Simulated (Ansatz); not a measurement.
## Equation of state of Li

```cif
data_structure
_symmetry_space_group_name_H-M 'P 1'
_symmetry_Int_Tables_number 1
_cell_length_a 3.0644
_cell_length_b 3.0644
_cell_length_c 3.0644
_cell_angle_alpha 60.000
_cell_angle_beta 60.000
_cell_angle_gamma 60.000
_cell_volume 20.35
loop_
_atom_site_label
_atom_site_type_symbol
_atom_site_fract_x
_atom_site_fract_y
_atom_site_fract_z
_atom_site_occupancy
Li1 Li 0.00000 0.00000 0.00000 1
```

The runs use the primitive cell with vectors (0.000, 2.167, 2.167), (2.167, 0.000, 2.167), (2.167, 2.167, 0.000) Å, to which the k mesh refers.

The cell is the one relaxed in the Materials Project (mp-51), not relaxed further here; entries there can be hypothetical.

All numbers are computed: DFT, LDA, all-electron LAPW, scalar-relativistic (Ansatz 0.2.0); DFT, LDA, PAW with Ansatz's default frozen-core files, scalar-relativistic (Ansatz 0.2.0).

For LAPW: a Γ-centred 16×16×16 k mesh, Fermi–Dirac smearing of 0.08 eV, basis error target 0.5 meV/atom, no spin polarisation. PAW takes a cutoff of 420 eV at this cell (files made with PBE, cores remade for this functional). The Ansatz runs share mesh, smearing and spin set-up. Plane-wave (PAW) pressures include the program's estimate of the Pulay term.

The cell above is scaled evenly, with fractional coordinates and shape held.

| V/V(cell) | V (Å³/atom) | P, LAPW (GPa) | P, PAW (GPa) | free energy over the lowest listed, PAW (meV/atom) |
| --- | --- | --- | --- | --- |
| 0.9600 | 19.533 | -0.43 | -0.43 | 0.0 |
| 0.9800 | 19.940 | -0.70 | -0.70 | 1.5 |
| 1.0000 | 20.347 | -0.94 | -0.95 | 3.6 |
| 1.0200 | 20.754 | -1.17 | -1.17 | 6.3 |
| 1.0400 | 21.161 | -1.37 | -1.38 | 9.5 |
